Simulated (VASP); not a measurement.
Write the native input for VASP 6.6.1 that does the following.

```yaml
Task: single point
Functional: PBEsol
Potentials_or_basis: VASP PAW PBE potentials, release 64 (Cs_sv, H)
Cutoff: 520 eV
k_mesh: 4 × 4 × 4
Occupations: gaussian, width 0.05 eV
Spin: no spin polarisation
Dipole_correction: no
Further_INCAR_settings: ALGO = Fast; EDIFF = 1e-06; NBANDS = 12
```

The structure of CsH lies in POSCAR:

```
CsH
1.0
    0.0000000000      3.2566919208      3.2566919208
    3.2566919208      0.0000000000      3.2566919208
    3.2566919208      3.2566919208      0.0000000000
Cs H
1 1
Direct
    0.0000000000      0.0000000000      0.0000000000
    0.2500000000      0.2500000000      0.2500000000
```

The cell comes from a database or a generator and needn't be the stable form of this composition.

The input as run:

INCAR

```
PREC = Accurate
ENCUT = 520
EDIFF = 1E-6
ISMEAR = 0
SIGMA = 0.05
LREAL = False
LASPH = True
NELM = 80
ALGO = Fast
ISIF = 2
LWAVE = False
LCHARG = False
GGA = PS
NBANDS = 12
```

KPOINTS

```
Automatic mesh
0
Gamma
  4 4 4
```

Potentials or basis: VASP PAW PBE potentials, release 64 (Cs_sv, H).

Run with:

```sh
$ cat potpaw_PBE.64/Cs_sv/POTCAR potpaw_PBE.64/H/POTCAR > POTCAR
$ mpirun -np 1 vasp_std > vasp.out
```

It gave:

| Quantity | Value |
| --- | --- |
| Pressure | 1.4 GPa |
| Band gap on the k mesh | 2.52 eV, indirect (least direct gap 2.66 eV) |

Caveat: the PAW data sets were made with another functional, which shifts forces and pressure a little; spin-orbit coupling is left out, which moves the levels of the heavy elements.

It took 9.6 s on 1 thread of Intel(R) Xeon(R) Platinum 8259CL CPU @ 2.50GHz (Skylake/Cascade Lake), on a shared host, peak memory 0.19 GiB.
